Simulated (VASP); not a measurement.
# B (Pmmn) in VASP: equation of state

How stiff is B in PBE, and what volume does it want? The cell is scaled to several volumes.

Everything below comes from runs of VASP 6.6.1. Logs are shortened: lines on timing, memory, paths and dates and some standing lists are left out, and cuts for length are marked.

### Step 1. The structure

It takes space group Pmmn (No. 59, orthorhombic). Conventional cell: a = 1.625 Å, b = 2.866 Å, c = 3.914 Å, α = 90.00°, β = 90.00°, γ = 90.00°. B (site symmetry mm2) is surrounded by 6 B at 1.62 to 1.86 Å.

The cell was built by a generator and needn't be a form met in nature.

### Step 2. Equation of state, PBE, 8.57 Å³/atom (volume scaled by 0.94)

INCAR reads:

```
SYSTEM = B
ALGO = Normal
EDIFF = 1E-7
ENCUT = 520
GGA = PE
ISIF = 2
ISMEAR = -1
LASPH = .TRUE.
LCHARG = .FALSE.
LREAL = .FALSE.
LWAVE = .FALSE.
NBANDS = 10
NELM = 80
PREC = Accurate
SIGMA = 0.05
```

KPOINTS reads:

```
k-points
0
G
  16 9 7
  0 0 0
```

POSCAR reads:

```
B
1.0
    1.5913964088      0.0000000000      0.0000000000
    0.0000000000      2.8076407255      0.0000000000
    0.0000000000      0.0000000000      3.8344918640
B
2
Direct
    0.0000000000      0.5000000000      0.6092600000
    0.5000000000      0.0000000000      0.3907400000
```

Potentials or basis: VASP PAW PBE potentials, release 64 (B).

Command:

```console
$ cat potpaw_PBE.64/B/POTCAR > POTCAR
$ mpirun -np 1 vasp_std > vasp.out
```

OUTCAR:

```text
SYSTEM = B
   EDIFF = 1E-7
   ENCUT = 520
   GGA = PE
   ISIF = 2
   ISMEAR = -1
   LASPH = .TRUE.
   LREAL = .FALSE.
   NELM = 80
   PREC = Accurate

 Found    180 irreducible k-points:

 Following reciprocal coordinates:
            Coordinates               Weight
  0.000000  0.000000  0.000000      1.000000
  0.062500  0.000000  0.000000      2.000000
  0.125000  0.000000  0.000000      2.000000
  0.187500  0.000000  0.000000      2.000000
  0.250000  0.000000  0.000000      2.000000
  0.312500  0.000000  0.000000      2.000000
   k-points           NKPTS =    180   k-points in BZ     NKDIM =    180   number of bands    NBANDS=     10
   number of dos      NEDOS =    301   number of ions     NIONS =      2
   total plane-waves  NPLWV =   8640
   dimension x,y,z NGX =    12 NGY =   24 NGZ =   30
   dimension x,y,z NGXF=    24 NGYF=   48 NGZF=   60
   ions per type =               2
   NGX,Y,Z   is equivalent  to a cutoff of  12.54, 14.21, 13.01 a.u.
   NGXF,Y,Z  is equivalent  to a cutoff of  25.07, 28.42, 26.01 a.u.
 SYSTEM =  B
   PREC   = accura    normal or accurate (medium, high low for compatibility)
   ISTART =      0    job   : 0-new  1-cont  2-samecut
   ICHARG =      2    charge: 1-file 2-atom 10-const
   ISPIN  =      1    spin polarized calculation?
   LNONCOLLINEAR =      F non collinear calculations
   LSORBIT =      F    spin-orbit coupling
   LASPH  =      T    aspherical Exc in radial PAW
   ENCUT  =  520.0 eV  38.22 Ry    6.18 a.u.   2.96  5.22  7.13*2*pi/ulx,y,z
   NELM   =     80;   NELMIN=  2; NELMDL= -5     # of ELM steps
   EDIFF  = 0.1E-06   stopping-criterion for ELM
   LREAL  =      F    real-space projection
   EDIFFG = 0.1E-05   stopping-criterion for IOM
   NSW    =      0    number of steps for IOM
   IBRION =     -1    ionic relax: 0-MD 1-quasi-New 2-CG
   NFREE  =      0    steps in history (QN), initial steepest desc. (CG)
   ISIF   =      2    stress and relaxation
   ISYM   =      2    0-nonsym 1-usesym 2-fastsym
   POTIM  = 0.5000    time-step for ionic-motion
   TEBEG  =    0.0;   TEEND  =   0.0 temperature during run
   PSTRESS=    0.0 pullay stress
   NELECT =       6.0000    total number of electrons
   NUPDOWN=      -1.0000    fix difference up-down
   EMIN   =  10.00;   EMAX   =-10.00  energy-range for DOS
   EFERMI =   0.00;   METHOD = LEGACY
   ISMEAR =    -1;   SIGMA  =   0.05  broadening in eV -4-tet -1-fermi 0-gaus
   EFERMI_NEDOS =   21; number of points for ismear=-14 and -15
   IALGO  =     38    algorithm
   IMIX   =      4    mixing-type and parameters
     AMIX     =   0.40;   BMIX     =  1.00
     AMIX_MAG =   1.60;   BMIX_MAG =  1.00
  volume/ion in A,a.u.               =       8.57        57.81
  Fermi-wavevector in a.u.,A,eV,Ry     =   1.153939  2.180628 18.117166  1.331574
  Thomas-Fermi vector in A             =   2.290579
   LORBIT       =      0    0 simple, 1 ext, 2 COOP (PROOUT), +10 PAW based schemes
   GGA     = PE    functional components
   LHFCALC =     F    Hartree Fock is set to
   AEXX    =    0.0000 exact exchange contribution
   IVDW    =     0    specifies the selected vdW correction
   LEPSILON=     F    determine dielectric tensor
   LRPA    =     F    only Hartree local field effects (RPA)
 non-spin polarized calculation
  energy-cutoff  :      520.00
  volume of cell :       17.13
 maximum number of plane-waves:       480
 NGX is ok and might be reduce to    12
   NGX =  5   NGY = 11   NGZ = 15

 number of electron       6.0000000 magnetization

 Free energy of the ion-electron system (eV)
  ---------------------------------------------------
  ext. energy  EPLUGINS =         0.00000000
  ---------------------------------------------------
  free energy    TOTEN  =       -12.41447991 eV

  energy without entropy =      -12.41135045  energy(sigma->0) =      -12.41291518

 E-fermi :   4.8289     XC(G=0): -10.5512

 val. band max:        4.8139037056   @ k =   0.3125   0.0000   0.2857
 cond. band min:       4.8475221125   @ k =   0.3125   0.0000   0.4286
 fundamental gap:      0.0336184068
 Fermi energy:         4.8288593822

 k-point     1 :       0.0000    0.0000    0.0000
  band No.  band energies     occupation
      1     -11.7502      2.00000
      2      -1.2053      2.00000
      3      -0.6937      2.00000
      4       2.2279      2.00000
      5       8.1667      0.00000
      6      13.4879      0.00000
      7      16.7935      0.00000
      8      21.6906      0.00000
      9      23.7188      0.00000
     10      28.1701      0.00000

 k-point     2 :       0.0625    0.0000    0.0000
  band No.  band energies     occupation
      1     -11.5879      2.00000
      2      -1.0347      2.00000
      3      -0.4731      2.00000
      4       2.4501      2.00000
      5       8.1952      0.00000
      6      13.6828      0.00000
      7      16.8889      0.00000
      8      21.7788      0.00000
      9      23.9498      0.00000
     10      26.7197      0.00000

 k-point     3 :       0.1250    0.0000    0.0000
  band No.  band energies     occupation
      1     -11.1034      2.00000
      2      -0.5408      2.00000
      3       0.1876      2.00000
      4       3.1150      2.00000
      5       8.2554      0.00000
      6      14.2566      0.00000
      7      17.1454      0.00000
      8      21.7103      0.00000
      9      24.4356      0.00000
     10      24.6428      0.00000

 k-point     4 :       0.1875    0.0000    0.0000
  band No.  band energies     occupation
      1     -10.3038      2.00000
      2       0.2084      2.00000
      3       1.2849      2.00000
      4       4.2170      1.99999
      5       8.2758      0.00000
      6      15.1669      0.00000
      7      17.4600      0.00000
      8      20.0862      0.00000
      9      24.0299      0.00000
     10      25.7974      0.00000

 k-point     5 :       0.2500    0.0000    0.0000
  band No.  band energies     occupation
      1      -9.2020      2.00000
      2       1.0300      2.00000
      3       2.8116      2.00000
      4       5.7429      0.00000
      5       8.1939      0.00000
      6      16.2962      0.00000
      7      17.6181      0.00000
      8      18.0253      0.00000
      9      24.8868      0.00000
     10      25.0382      0.00000

 k-point     6 :       0.3125    0.0000    0.0000
  band No.  band energies     occupation
      1      -7.8182      2.00000
      2       1.4797      2.00000
      3       4.7547      1.62990
      4       7.6597      0.00000
      5       8.2020      0.00000
      6      16.7231      0.00000
      7      17.3022      0.00000
      8      17.3175      0.00000
      9      23.4970      0.00000
     10      25.8149      0.00000

 [... further k-points ...]

------------------------ aborting loop because EDIFF is reached ----------------------------------------

  FORCE on cell =-STRESS in cart. coord.  units (eV):
  Direction    XX          YY          ZZ          XY          YZ          ZX
  --------------------------------------------------------------------------------------
  -------------------------------------------------------------------------------------
  Total        2.4347569      1.2970910      0.2254401      0.0000000      0.0000000      0.0000000
  in kB      227.6871184    121.2979096     21.0821109      0.0000000      0.0000000      0.0000000
  external PRESSURE =     123.3557130 kB  Pullay stress =       0.0000000 kB

 VOLUME and BASIS-vectors are now :
 -----------------------------------------------------------------------------
  energy-cutoff  :      520.00
  volume of cell :       17.13
      direct lattice vectors                 reciprocal lattice vectors
     1.591396409  0.000000000  0.000000000     0.628378947  0.000000000  0.000000000
     0.000000000  2.807640726  0.000000000     0.000000000  0.356170927  0.000000000
     0.000000000  0.000000000  3.834491864     0.000000000  0.000000000  0.260790748

 POSITION                                       TOTAL-FORCE (eV/Angst)
 -----------------------------------------------------------------------------------
      0.00000      1.40382      2.33620         0.000000      0.000000      0.260794
      0.79570      0.00000      1.49829         0.000000      0.000000     -0.260794
 -----------------------------------------------------------------------------------
    total drift:                                0.000000      0.000000      0.000000

  FREE ENERGIE OF THE ION-ELECTRON SYSTEM (eV)
  ---------------------------------------------------
  free  energy   TOTEN  =       -12.4144799133 eV

  energy  without entropy=      -12.4113504460  energy(sigma->0) =      -12.41291518
```

OSZICAR:

```text
N       E                     dE             d eps       ncg     rms          rms(c)
DAV:   1     0.362035236967E+01    0.36204E+01   -0.32051E+03  3680   0.526E+02
DAV:   2    -0.130022259180E+02   -0.16623E+02   -0.16203E+02  4840   0.108E+02
DAV:   3    -0.132595626268E+02   -0.25734E+00   -0.25611E+00  4302   0.105E+01
DAV:   4    -0.132599842879E+02   -0.42166E-03   -0.42165E-03  4048   0.482E-01
DAV:   5    -0.132599848403E+02   -0.55235E-06   -0.55249E-06  4124   0.172E-02    0.478E+00
DAV:   6    -0.126211171552E+02    0.63887E+00   -0.60813E-01  3798   0.344E+00    0.272E+00
DAV:   7    -0.124137164605E+02    0.20740E+00   -0.62482E-01  3916   0.351E+00    0.509E-01
DAV:   8    -0.124145866056E+02   -0.87015E-03   -0.13718E-02  3814   0.783E-01    0.658E-02
DAV:   9    -0.124144454990E+02    0.14111E-03   -0.49843E-04  3972   0.126E-01    0.363E-02
DAV:  10    -0.124144752717E+02   -0.29773E-04   -0.91775E-05  3904   0.554E-02    0.706E-03
DAV:  11    -0.124144793877E+02   -0.41160E-05   -0.50494E-06  4030   0.154E-02    0.437E-03
DAV:  12    -0.124144799215E+02   -0.53384E-06   -0.38280E-07  3958   0.394E-03    0.396E-04
DAV:  13    -0.124144799133E+02    0.81785E-08   -0.25177E-09  2104   0.419E-04
   1 F= -.12414480E+02 E0= -.12412915E+02  d E =-.312947E-02
```

stdout:

```text
POSCAR found type information on POSCAR B
 POSCAR found :  1 types and       2 ions
 scaLAPACK will be used
 LDA part: xc-table for (Slater+PW92), standard interpolation
 POSCAR, INCAR and KPOINTS ok, starting setup
 FFT: planning ... GRIDC
 FFT: planning ... GRID_SOFT
 FFT: planning ... GRID
 WAVECAR not read
 entering main loop
```

Run time: 8 s. Hardware: 1 thread of Intel Xeon 6975P-C (Granite Rapids), shared host; peak memory 0.14 GiB.

Results:

* Free energy: -12.4145 eV
* Pressure: 12.3 GPa
* Largest force: 0.261 eV/Å
* Band gap on the k mesh: none (metal or under the smearing width)

Caveat: this functional lacks dispersion, which binds the layers, so the pressure and a relaxed spacing across them are unreliable.

### Step 3. Equation of state, PBE, 8.75 Å³/atom (volume scaled by 0.96)

INCAR reads:

```
SYSTEM = B
PREC = Accurate
ENCUT = 520
EDIFF = 1E-7
ISMEAR = -1
SIGMA = 0.05
LREAL = .FALSE.
LASPH = .TRUE.
NELM = 60
ALGO = Normal
ISIF = 2
LWAVE = .FALSE.
LCHARG = .FALSE.
GGA = PE
NBANDS = 10
```

KPOINTS reads:

```
regular mesh
0
G
  16 9 7
  0 0 0
```

POSCAR reads:

```
B
1.0
    1.6026037950      0.0000000000      0.0000000000
    0.0000000000      2.8274134947      0.0000000000
    0.0000000000      0.0000000000      3.8614962175
B
2
Direct
    0.0000000000      0.5000000000      0.6092600000
    0.5000000000      0.0000000000      0.3907400000
```

Potentials or basis: VASP PAW PBE potentials, release 64 (B).

Command:

```console
$ cat potpaw_PBE.64/B/POTCAR > POTCAR
$ mpirun -np 1 vasp_std > vasp.out
```

Run time: 8.1 s. Hardware: 1 thread of Intel Xeon 6975P-C (Granite Rapids), shared host; peak memory 0.14 GiB.

Results (log left out):

| Property | Result |
| --- | --- |
| Free energy | -12.4377 eV |
| Pressure | 7.9 GPa |
| Largest force | 0.169 eV/Å |
| Band gap on the k mesh | none (metal or under the smearing width) |

Caveat: this functional lacks dispersion, which binds the layers, so the pressure and a relaxed spacing across them are unreliable.

(Part 1 of 2 ends here.)
